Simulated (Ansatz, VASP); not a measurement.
NiSb (Breithauptite) in VASP and in Ansatz

INCAR

```
SYSTEM = NiSb
ALGO     = Normal         ! electronic algorithm
EDIFF    = 1E-7           ! SCF threshold, eV
ENCUT    = 520            ! plane-wave cutoff, eV
GGA      = PE             ! functional
ISIF     = 2              ! what is computed and relaxed
ISMEAR   = -1             ! smearing method
ISPIN    = 2              ! spin polarisation
LASPH    = .TRUE.         ! aspherical terms in the spheres
LCHARG   = .FALSE.        ! write CHGCAR
LMAXMIX  = 4              ! l up to which the mixer works
LORBIT   = 11             ! projections on sites
LREAL    = .FALSE.        ! projectors in reciprocal space
LWAVE    = .FALSE.        ! write WAVECAR
MAGMOM   = 0 0 1 1        ! initial moments
NBANDS   = 27             ! bands
NELM     = 120            ! most SCF steps
PREC     = Accurate       ! precision mode
SIGMA    = 0.05           ! smearing width, eV
```

File KPOINTS:

```
k-points
0
G
  8 8 5
  0 0 0
```

Contents of POSCAR:

```
NiSb
1.0
    3.8478142350      0.0000000000      0.0000000000
   -1.9239071175      3.3323048766      0.0000000000
    0.0000000000      0.0000000000      5.0154808766
Sb Ni
2 2
Direct
    0.6666666667      0.3333333333      0.7500000000
    0.3333333333      0.6666666667      0.2500000000
    0.0000000000      0.0000000000      0.5000000000
    0.0000000000      0.0000000000      0.0000000000
```

Contents of input.yaml:

```yaml
crystal:
  lattice:
    - [3.847814235, 0.0, 0.0]
    - [-1.9239071175, 3.3323048766, 0.0]
    - [0.0, 0.0, 5.0154808766]
  atoms:
    - { symbol: Sb, position: [0.6666666667, 0.3333333333, 0.75] }
    - { symbol: Sb, position: [0.3333333333, 0.6666666667, 0.25] }
    - { symbol: Ni, position: [0.0, 0.0, 0.5], spin: 1.0 }
    - { symbol: Ni, position: [0.0, 0.0, 0.0], spin: 1.0 }
hamiltonian:
  xc: pbe
  pseudopotentials: { kind: paw }
magnetization:
  spin_polarized: true
kpoints:
  mp_grid: { grid: [8, 8, 5] }
scf:
  occupations: { method: fermi_dirac, width: 0.05 }
output:
  forces: true
  stress: true
  eigenvalues: true
```

Change from the starting cell: volume scaled by 0.94.

Alike in both runs: task single point; functional PBE; k mesh 8 × 8 × 5; occupations fermi-dirac, width 0.05 eV; collinear spin, ferromagnetic start.

|  | VASP | Ansatz |
| --- | --- | --- |
| version | VASP 6.6.1 | Ansatz 0.2.0 |
| potentials or method | VASP PAW PBE potentials, release 64 (Sb, Ni) | Ansatz PAW |
| plane-wave cutoff (eV) | 520 | 420 |
| valence electrons in the cell | 30 | 66 |

```tsv
	VASP	Ansatz	Ansatz less VASP
gap on the k mesh at the Fermi level (eV)	none	none	-
pressure (GPa)	12.9	13.1	+0.24
largest component of the traceless stress (GPa)	0.51	0.64	+0.131
net moment per atom (μB)	0.00	0.00	0.000
```

A gap of «none» marks a metal or a gap that the smearing closes. The functional is the same, so the differences come from potentials, cutoffs and numerics. The two sets of potentials don't hold the same shells in valence.

Caveats: the starting moments weren't kept (Ansatz). The runs have no spin-orbit coupling, so splittings on Sb are missing.
